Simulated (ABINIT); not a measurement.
# In (Im-3m) in ABINIT: optical spectrum with LDA

Aim: the optical spectrum of In with LDA.

Everything below comes from runs of ABINIT 10.8.3 (patched build). Logs are shortened: lines on timing, memory, paths and dates and some standing lists are left out, and cuts for length are marked. The log counts tension as positive stress, the text compression.

## Step 1: The structure

It takes space group Im-3m (No. 229, cubic). Conventional cell: a = 3.765 Å, b = 3.765 Å, c = 3.765 Å, α = 90.00°, β = 90.00°, γ = 90.00°. Around In (site symmetry m-3m) lie 8 In at 3.26 Å.

This isn't the form of In at room conditions, which is tetragonal.

## Step 2: Optical spectrum, LDA

run.abi reads:

```
# Datasets
ndtset 3

# Pseudopotentials
pp_dirpath "./"
pseudos "In.hgh"

# Structure
acell 3.2606293622 3.2606293622 3.2606293622 Angstrom
rprim
    -0.5773502692     0.5773502692     0.5773502692
     0.5773502692    -0.5773502692     0.5773502692
     0.5773502692     0.5773502692    -0.5773502692
ntypat 1
znucl 49
natom 1
typat 1
xred
            0.0            0.0            0.0

# Plane-wave basis
ecut 15.0

# k points
ngkpt 12 12 12
nshiftk 2
shiftk
     0.2500000000     0.2500000000     0.2500000000
    -0.2500000000    -0.2500000000    -0.2500000000
istwfk *1

# Exchange and correlation
ixc 7

# Bands and occupations
occopt 6
tsmear 0.136 eV

# SCF cycle
nstep 80
diemac 1.0

# Output
iomode 3
prteig 0
prtebands 0

# Dataset 1: ground state
nband1 6
tolvrs1 1.0e-12
prtden1 1
prtwf1 0
kptopt1 1

# Dataset 2: empty bands at fixed density
iscf2 -3
getden2 1
nband2 14
nbdbuf2 4
tolwfr2 1.0e-12
nstep2 120
prtden2 0
kptopt2 1

# Dataset 3: wave functions and velocity matrix elements in the full zone
optdriver3 8
wfk_task3 "wfk_optics_fullbz"
getwfk3 2
nband3 10
kptopt3 1
prtevk3 1
inclvkb3 2
```

optic.abi reads:

```
&FILES
 ddkfile_1 = 'runo_DS3_1_EVK.nc',
 ddkfile_2 = 'runo_DS3_2_EVK.nc',
 ddkfile_3 = 'runo_DS3_3_EVK.nc',
 wfkfile = 'runo_DS3_WFK.nc'
/
&PARAMETERS
 broadening = 0.001837,
 domega = 0.002,
 maxomega = 0.8,
 scissor = 0.000000,
 tolerance = 0.002
/
&COMPUTATIONS
 num_lin_comp = 1,
 lin_comp = 11,
 num_nonlin_comp = 0
/
```

Potentials or basis: HGH LDA.

Command:

```bash
abinit run.abi > log 2>&1
optic optic.abi > optic.log 2>&1
```

run.abo:

```text
.Version 10.8.3 of ABINIT
 DATASET    1 : space group Im -3 m (#229); Bravais cI (body-center cubic)
================================================================================
 Values of the parameters that define the memory need for DATASET  1.
     intxc =       0    ionmov =       0      iscf =       7    lmnmax =       6
     lnmax =       6     mgfft =      24  mpssoang =       3    mqgrid =    3001
     natom =       1  nloc_mem =       1    nspden =       1   nspinor =       1
    nsppol =       1      nsym =      48    n1xccc =       0    ntypat =       1
    occopt =       6   xclevel =       1
       mpw =         510          nfft =       13824          nkpt =         112
================================================================================
================================================================================
[... 13 lines left out ...]
 DATASET    3 : space group Im -3 m (#229); Bravais cI (body-center cubic)
================================================================================
 Values of the parameters that define the memory need for DATASET  3.
     intxc =       0    ionmov =       0      iscf =       7    lmnmax =       6
     lnmax =       6     mgfft =      24  mpssoang =       3    mqgrid =    3001
     natom =       1  nloc_mem =       1    nspden =       1   nspinor =       1
    nsppol =       1      nsym =      48    n1xccc =       0    ntypat =       1
    occopt =       6   xclevel =       1
       mpw =         510          nfft =       13824          nkpt =         112
================================================================================
================================================================================

--------------------------------------------------------------------------------
------------- Echo of variables that govern the present computation ------------
--------------------------------------------------------------------------------
 -outvars: echo values of preprocessed input variables --------
            acell      6.1616964927E+00  6.1616964927E+00  6.1616964927E+00 Bohr
              amu      1.14820000E+02
           diemac      1.00000000E+00
             ecut      1.50000000E+01 Hartree
           getden1          0
           getden2          1
           getden3          0
           getwfk1          0
           getwfk2          0
           getwfk3          2
             iscf1          7
             iscf2         -3
             iscf3          7
              ixc           7
           jdtset        1    2    3
                       outvar_i_n : Printing only first  50 k-points.
         kptrlatt       12    0   12      0   12   12    -12  -12    0
          kptrlen      8.53789711E+01
            natom           1
            nband1          6
            nband2         14
            nband3         10
           nbdbuf1          0
           nbdbuf2          4
           nbdbuf3          0
           ndtset           3
            ngfft          24      24      24
             nkpt         112
            nstep1         80
            nstep2        120
            nstep3         80
             nsym          48
           ntypat           1
                       prtocc : prtvol=0, do not print more k-points.
                       prtocc : prtvol=0, do not print more k-points.
                       prtocc : prtvol=0, do not print more k-points.
           occopt           6
        optdriver1          0
        optdriver2          0
        optdriver3          8
           prtden1          1
           prtden2          0
           prtden3          1
        prtebands           0
           prteig           0
           prtevk1          0
           prtevk2          0
           prtevk3          1
            prtwf1          0
            prtwf2          1
            prtwf3          1
            rprim     -5.7735026920E-01  5.7735026920E-01  5.7735026920E-01
                       5.7735026920E-01 -5.7735026920E-01  5.7735026920E-01
                       5.7735026920E-01  5.7735026920E-01 -5.7735026920E-01
           shiftk      5.00000000E-01  5.00000000E-01 -5.00000000E-01
          spgroup         229
           tolvrs1     1.00000000E-12
           tolvrs2     0.00000000E+00
           tolvrs3     0.00000000E+00
           tolwfr1     0.00000000E+00
           tolwfr2     1.00000000E-12
           tolwfr3     0.00000000E+00
           tsmear      4.99790782E-03 Hartree
            typat      1
         wfk_task1          0
[... 183 lines left out ...]

 Real(R)+Recip(G) space primitive vectors, cartesian coordinates (Bohr,Bohr^-1):
 R(1)= -3.5574571  3.5574571  3.5574571  G(1)=  0.0000000  0.1405498  0.1405498
 R(2)=  3.5574571 -3.5574571  3.5574571  G(2)=  0.1405498  0.0000000  0.1405498
 R(3)=  3.5574571  3.5574571 -3.5574571  G(3)=  0.1405498  0.1405498  0.0000000
 Unit cell volume ucvol=  1.8008561E+02 bohr^3
 Angles (23,13,12)=  1.09471221E+02  1.09471221E+02  1.09471221E+02 degrees

 getcut: wavevector=  0.0000  0.0000  0.0000  ngfft=  24  24  24
         ecut(hartree)=     15.000   => boxcut(ratio)=   2.23409

 getcut : COMMENT -
  Note that boxcut > 2.2 ; recall that boxcut=Gcut(box)/Gcut(sphere) = 2
  is sufficient for exact treatment of convolution.
  Such a large boxcut is a waste : you could raise ecut
  e.g. ecut=   18.716802 Hartrees makes boxcut=2

--------------------------------------------------------------------------------

================================================================================

--- !BeginCycle
iteration_state: {dtset: 2, }
solver: {iscf: -3, nstep: 120, nline: 4, wfoptalg: 0, }
tolerances: {tolwfr: 1.00E-12, }
...

     iter   Etot(hartree)      deltaE(h)  residm     vres2
 Non-SCF case, kpt    1 ( -0.02083 -0.02083  0.06250), residuals and eigenvalues=
  4.31E-13  5.67E-14  1.12E-13  1.68E-13  4.77E-14  4.06E-14  1.11E-13  1.09E-13
  1.34E-13  2.47E-13  1.71E-13  2.02E-13  1.83E-13  1.11E-05
 -2.8319E-01  4.3490E-01  4.5061E-01  4.5061E-01  5.5303E-01  5.5303E-01
  5.9699E-01  6.0039E-01  6.0206E-01  6.0206E-01  6.5967E-01  6.5967E-01
  7.3565E-01  1.2425E+00
 prteigrs : prtvol=0 or 1, do not print more k-points.

--- !ResultsGS
iteration_state: {dtset: 2, }
comment   : Summary of ground state results
lattice_vectors:
- [ -3.5574571,   3.5574571,   3.5574571, ]
- [  3.5574571,  -3.5574571,   3.5574571, ]
- [  3.5574571,   3.5574571,  -3.5574571, ]
lattice_lengths: [   6.16170,    6.16170,    6.16170, ]
lattice_angles: [109.471, 109.471, 109.471, ] # degrees, (23, 13, 12)
lattice_volume:   1.8008561E+02
convergence: {deltae:  0.000E+00, res2:  0.000E+00, residm:  1.000E-12, diffor:  0.000E+00, }
etotal    :  -2.05470163E+00
entropy   :   0.00000000E+00
fermie    :   6.15884509E-02
cartesian_stress_tensor: null
pressure_GPa: null
xred      :
- [  0.0000E+00,   0.0000E+00,   0.0000E+00, In]
cartesian_forces: null
force_length_stats: {min: null, max: null, mean: null, }
...

 Integrated electronic density in atomic spheres:
 ------------------------------------------------
 Atom  Sphere_radius  Integrated_density
    1        2.00000          0.68578247
================================================================================

 ----iterations are completed or convergence reached----

 Mean square residual over all n,k,spin=   27.419E-14; max=  99.998E-14
 reduced coordinates (array xred) for    1 atoms
       0.000000000000      0.000000000000      0.000000000000

 cartesian coordinates (angstrom) at end:
    1      0.00000000000000     0.00000000000000     0.00000000000000
 length scales=  6.161696492651  6.161696492651  6.161696492651 bohr
              =  3.260629362200  3.260629362200  3.260629362200 angstroms
 Eigenvalues (hartree) for nkpt= 112  k points:
 kpt#   1, nband= 14, wtk=  0.00231, kpt= -0.0208 -0.0208  0.0625 (reduced coord)
  -0.28319    0.43490    0.45061    0.45061    0.55303    0.55303    0.59699    0.60039
   0.60206    0.60206    0.65967    0.65967    0.73565    1.24255
      occupation numbers for kpt#   1
   2.00000    0.00000    0.00000    0.00000    0.00000    0.00000    0.00000    0.00000
   0.00000    0.00000    0.00000    0.00000    0.00000    0.00000
 prteigrs : prtvol=0 or 1, do not print more k-points.

--- !EnergyTerms
iteration_state     : {dtset: 2, }
comment             : Components of total free energy in Hartree
kinetic             :  7.01903552510943E-01
hartree             :  8.03421002880905E-03
xc                  : -7.00114841780240E-01
Ewald energy        : -2.30172141645632E+00
psp_core            :  2.87507882459111E-01
local_psp           : -9.78578449562797E-02
non_local_psp       :  4.75880524029556E-02
internal            : -2.05466040579102E+00
'-kT*entropy'       : -4.12368913670111E-05
total_energy        : -2.05470164268239E+00
...

--- !EnergyTermsDC
iteration_state     : {dtset: 2, }
comment             : '"Double-counting" decomposition of free energy'
band_energy         : -2.43956127603312E-01
Ewald energy        : -2.30172141645632E+00
psp_core            :  2.87507882459111E-01
xc_dc               :  2.03509265407386E-01
internal            : -2.05466039619314E+00
'-kT*entropy'       : -4.12368913670111E-05
total_energy_dc     : -2.05470163308450E+00
...

================================================================================
== DATASET  3 ==================================================================

--- !DatasetInfo
iteration_state: {dtset: 3, }
dimensions: {natom: 1, nkpt: 112, mband: 10, nsppol: 1, nspinor: 1, nspden: 1, mpw: 510, }
cutoff_energies: {ecut:  15.0, pawecutdg:  -1.0, }
electrons: {nelect:   3.00000000E+00, charge:   0.00000000E+00, occopt:   6.00000000E+00, tsmear:   4.99790782E-03, }
meta: {optdriver: 8, wfk_task: 7, }
...

 mkfilename : getwfk/=0, take file _WFK from output of DATASET   2.

 Exchange-correlation functional for the present dataset will be:
  LDA: Perdew-Wang 92 LSD fit to Ceperley-Alder data - ixc=7
  J.P.Perdew and Y.Wang, PRB 45, 13244 (1992)

--------------------------------------------------------------------------------

 Computation of velocity matrix elements (DDK)

 Parameters extracted from the Abinit header:
    ecut:     15.0
    nkpt:    3456
    mband:   14
    nsppol:  1
    nspinor: 1
    useylm:  0
    inclvkb: 2
    bmin: 1, bmax: 14
    Computing diagonal and off-diagonal matrix elements
    Between band index bmin: 1, bmax: 14

== END DATASET(S) ==============================================================
================================================================================

 -outvars: echo values of variables after computation  --------
            acell      6.1616964927E+00  6.1616964927E+00  6.1616964927E+00 Bohr
           etotal1    -2.0547016331E+00
           etotal2    -2.0547016331E+00
           etotal3     0.0000000000E+00
            fcart1    -0.0000000000E+00 -0.0000000000E+00 -0.0000000000E+00
            fcart3     0.0000000000E+00  0.0000000000E+00  0.0000000000E+00
            rprim     -5.7735026920E-01  5.7735026920E-01  5.7735026920E-01
                       5.7735026920E-01 -5.7735026920E-01  5.7735026920E-01
                       5.7735026920E-01  5.7735026920E-01 -5.7735026920E-01
           strten1     1.3965009999E-04  1.3965009999E-04  1.3965009999E-04
                       0.0000000000E+00  0.0000000000E+00  0.0000000000E+00
           strten3     0.0000000000E+00  0.0000000000E+00  0.0000000000E+00
                       0.0000000000E+00  0.0000000000E+00  0.0000000000E+00
 Calculation completed.
```

Run time: 30 s. Hardware: 1 thread of Arm Neoverse V1, shared host; peak memory 0.53 GiB.

Results:

| Item | Value |
| --- | --- |
| Free energy | -55.9113 eV |
| Pressure | -4.1 GPa |

Dielectric function (mean over the directions given):
```
energy (eV)  real part  imaginary part
       0.33      43.88            2.24
       0.76       5.02           51.65
       1.31     -24.69           49.74
       1.74     -12.73            7.62
       2.29     -21.67           19.24
       2.83      -5.44            2.26
       3.27      -4.74            1.36
       3.81      -1.92            1.33
       4.25      -1.88            1.15
       4.79      -2.09            0.71
       5.33      -0.79            0.64
       5.77      -0.50            0.64
       6.31      -0.82            0.39
       6.75      -0.33            0.14
       7.29      -0.06            0.21
       7.84      -0.13            0.37
       8.27      -0.05            0.23
       8.82       0.21            0.15
       9.36       0.34            0.12
       9.80       0.42            0.12
      10.34       0.22            0.17
      10.78       0.46            0.11
      11.32       0.50            0.10
      11.86       0.56            0.10
      12.30       0.55            0.07
      12.84       0.61            0.05
      13.28       0.67            0.04
      13.82       0.63            0.14
      14.37       0.62            0.04
      14.80       0.68            0.03
      15.35       0.71            0.05
      15.89       0.73            0.02
      16.33       0.77            0.03
      16.87       0.78            0.03
      17.31       0.77            0.06
      17.85       0.76            0.05
      18.39       0.79            0.01
      18.83       0.82            0.02
      19.38       0.83            0.03
      19.92       0.83            0.02
```

Caveat: the intraband (Drude) term is left out; spectra need much finer meshes, so this one isn't converged; independent-particle spectra lack excitons; HGH potentials are hard and often keep d shells in the core, so these values are rough.
